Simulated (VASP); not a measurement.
C:

```xyz
8
Lattice="2.5221 0.0000 0.0000 -1.2611 2.1842 0.0000 0.0000 0.0000 8.2371" Properties=species:S:1:pos:R:3 pbc="T T T"
C     1.2611    0.7281    6.9501
C     0.0000    1.4561    2.8315
C     1.2611    0.7281    5.4056
C     0.0000    1.4561    1.2870
C     0.0000    0.0000    7.4649
C     0.0000    0.0000    3.3463
C     0.0000    0.0000    4.8908
C     0.0000    0.0000    0.7722
```

This is a hexagonal form of diamond, not graphite.

| Property | Result |
| --- | --- |
| Program | VASP 6.6.1 |
| Task | relaxation of cell and atoms |
| Functional | revPBE |
| Dispersion | D4 |
| Potentials or basis | VASP PAW PBE potentials, release 64 (C) |
| Cutoff | 600 eV |
| k mesh | 12 × 12 × 4 |
| Occupations | fermi-dirac, width 0.05 eV |
| Spin | no spin polarisation |

At the start: pressure -6.2 GPa; volume 5.67 Å³/atom.

**Question.** How do energy, volume and symmetry change on relaxing?

**Answer.** Over 6 steps the energy falls by 4.0 meV/atom and the volume is 5.59 Å³/atom (-1.5 %); space group P6_3/mmc (No. 194, to 0.05 Å).

Step by step:
| step | energy change (eV) | largest force (eV/Å) | pressure (GPa) | volume (Å³) |
| --- | --- | --- | --- | --- |
| 1 | 0.0000 | 0.3278 | -6.17 | 45.38 |
| 2 | 0.0240 | 0.5406 | 8.45 | 43.95 |
| 3 | -0.0315 | 0.0632 | -0.29 | 44.76 |
| 4 | -0.0315 | 0.0709 | -0.17 | 44.75 |
| 5 | -0.0315 | 0.0776 | 0.46 | 44.68 |
| 6 | -0.0318 | 0.0146 | 0.14 | 44.72 |

Final structure:
```
C
1.0
     2.50156    0.00000    0.00000
    -1.25078    2.16641    0.00000
     0.00000    0.00000    8.25122
C
8
Direct
  0.66667 0.33333 0.84442
  0.33333 0.66667 0.34442
  0.66667 0.33333 0.65558
  0.33333 0.66667 0.15558
  0.00000 0.00000 0.90705
  0.00000 0.00000 0.40705
  0.00000 0.00000 0.59295
  0.00000 0.00000 0.09295
```

Caveat: the PAW data sets were made with another functional, which shifts forces and pressure a little.
